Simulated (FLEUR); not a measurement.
Here is a FLEUR MaX-R8.1 (later development tree) calculation.

File inp.xml:

```xml
<?xml version="1.0" encoding="UTF-8" standalone="no"?>
<fleurInput fleurInputVersion="0.39">
   <comment>
      CaSe                                                                                                
   </comment>
   <calculationSetup>
      <cutoffs Kmax="4.1" Gmax="12.7" GmaxXC="12.7" numbands="0"/>
      <scfLoop itmax="60" minDistance="0.00001" maxIterBroyd="15" imix="Anderson" alpha="0.05" precondParam="0.0" spinf="2.0" sdNocoIR="T"/>
      <coreElectrons ctail="T" frcor="F" kcrel="0" coretail_lmax="0"/>
      <xcFunctional name="PBEs" relativisticCorrections="F"/>
      <magnetism jspins="1"/>
      <soc l_soc="F" theta="0.0" phi="0.0" spav="F"/>
      <expertModes spex="0" secvar="F"/>
      <geometryOptimization l_f="F" forcealpha="1.0" forcemix="BFGS" epsdisp="0.00001" epsforce="0.00001"/>
      <ldaU l_linMix="F" mixParam="0.05" spinf="1.0"/>
   </calculationSetup>
   <cell>
      <bzIntegration valenceElectrons="26.0" mode="hist" fermiSmearingEnergy="0.00183747">
         <kPointListSelection listName="default-1"/>
         <!-- k-points included here -->
         <xi:include xmlns:xi="http://www.w3.org/2001/XInclude" href="kpts.xml"> </xi:include>
      </bzIntegration>
      <!-- symmetry operations included here -->
      <xi:include xmlns:xi="http://www.w3.org/2001/XInclude" href="sym.xml"> </xi:include>
      <bulkLattice scale="1.0">
         <bravaisMatrix>
            <row-1>    0.0000000000000000     5.5860304243175998     5.5860304243175998</row-1>
            <row-2>    5.5860304243175998     0.0000000000000000     5.5860304243175998</row-2>
            <row-3>    5.5860304243175998     5.5860304243175998     0.0000000000000000</row-3>
         </bravaisMatrix>
      </bulkLattice>
   </cell>
   <atomSpecies>
      <species name="Selenium (Se)" element="Se" atomicNumber="34">
         <mtSphere radius="2.51" gridPoints="857" logIncrement="0.015"/>
         <atomicCutoffs lmax="10" lnonsphr="10"/>
         <electronConfig flipSpins="F">
            <coreConfig>(1s1/2) (2s1/2) (2p1/2) (2p3/2) (3s1/2) (3p1/2) (3p3/2)</coreConfig>
            <valenceConfig>(3d3/2) (3d5/2) (4s1/2) (4p1/2) (4p3/2)</valenceConfig>
            <stateOccupation state="(4p1/2)" spinUp="0.666667" spinDown="0.666667"/>
            <stateOccupation state="(4p3/2)" spinUp="1.333333" spinDown="1.333333"/>
         </electronConfig>
         <energyParameters s="4" p="4" d="4" f="4"/>
         <lo type="SCLO" l="2" n="3" eDeriv="0"/>
         <lo type="SCLO" l="0" n="4" eDeriv="2"/>
         <lo type="SCLO" l="1" n="4" eDeriv="2"/>
         <lo type="SCLO" l="3" n="4" eDeriv="2"/>
      </species>
      <species name="Calcium (Ca)" element="Ca" atomicNumber="20">
         <mtSphere radius="2.51" gridPoints="857" logIncrement="0.014"/>
         <atomicCutoffs lmax="10" lnonsphr="10"/>
         <electronConfig flipSpins="F">
            <coreConfig>(1s1/2) (2s1/2) (2p1/2) (2p3/2)</coreConfig>
            <valenceConfig>(3s1/2) (3p1/2) (3p3/2) (4s1/2)</valenceConfig>
         </electronConfig>
         <energyParameters s="4" p="3" d="3" f="4"/>
         <lo type="SCLO" l="0" n="3" eDeriv="0"/>
         <lo type="HELO" l="1" n="4" eDeriv="0"/>
         <lo type="HELO" l="1" n="4" eDeriv="1"/>
         <lo type="SCLO" l="2" n="3" eDeriv="2"/>
         <lo type="SCLO" l="3" n="4" eDeriv="2"/>
      </species>
   </atomSpecies>
   <atomGroups>
      <atomGroup species="Selenium (Se)">
         <relPos label="                   1">1.000/2.000 1.000/2.000 1.000/2.000</relPos>
         <force calculate="T" relaxXYZ="TTT"/>
      </atomGroup>
      <atomGroup species="Calcium (Ca)">
         <relPos label="                   2">.0000000000 .0000000000 .0000000000</relPos>
         <force calculate="T" relaxXYZ="TTT"/>
      </atomGroup>
   </atomGroups>
   <output dos="F" band="F" slice="F">
      <checks vchk="F" cdinf="F"/>
      <bandDOS minEnergy="-.5*Htr" maxEnergy="0.5*Htr" sigma="0.015" storeEVData="T"/>
      <vacuumDOS vacdos="F" integ="F" star="F" nstars="0" locx1="0.0" locy1="0.0" locx2="0.0" locy2="0.0" nstm="0" tworkf="0.0"/>
      <unfoldingBand unfoldBand="F" supercellX="1" supercellY="1" supercellZ="1"/>
      <plotting iplot="0" polar="F">
         <plot TwoD="T" vec1="  1.0  0.0  0.0" vec2="  0.0  1.0  0.0" vec3="  0.0  0.0  1.0" zero="  0.0  0.0  0.0" file="plot"/>
      </plotting>
      <chargeDensitySlicing numkpt="0" minEigenval="0.0" maxEigenval="0.0" nnne="0" pallst="F"/>
      <specialOutput eonly="F"/>
      <moessbauerParams electricFieldGradient="T" isomerShift="T" coreHyperfine="T" valenceHyperfine="T"/>
      <magneticCircularDichroism mcd="F" energyLo="-10.0" energyUp="0.0"/>
   </output>
  <!-- We include the file relax.xml here to enable relaxations (see documentation) -->
  <xi:include xmlns:xi="http://www.w3.org/2001/XInclude" href="relax.xml"> <xi:fallback/> </xi:include>
</fleurInput>
```

Contents of crystal.txt:

```
CaSe
&input cartesian=F /
0.0000000000  2.9560000000  2.9560000000
2.9560000000  0.0000000000  2.9560000000
2.9560000000  2.9560000000  0.0000000000
1.8897261246
1.0 1.0 1.0

2
34 0.5000000000  0.5000000000  0.5000000000
20 0.0000000000  0.0000000000  0.0000000000

&kpt div1=8 div2=8 div3=8 gamma=T /
```

Potentials or basis: all-electron, FLAPW.

The run is started by

```sh
$ inpgen -f crystal.txt -profile fastHighL
$ # inp.xml edited to the form shown
$ fleur_MPI
```

(1) What does it give for the band gap on the k mesh?

Answers

(1) 1.93 eV, indirect (least direct gap 2.88 eV).

**Experimental background.**

From a printed reference work, monograph, original work of 1988, for a bulk crystal of CaSe at 2 K: band gap 3.85 eV (indirect).

A measured gap of CaSe is 3.85 eV (indirect; 2 K; a printed reference work, monograph, original work of 1988); the calculated 1.93 eV misses it by -1.92 eV. Spin-orbit coupling on Se is left out. The value is that of PBEsol on a finite k mesh, which can miss the band edges, without temperature or zero-point motion. Semilocal functionals fall short of measured gaps as a rule.
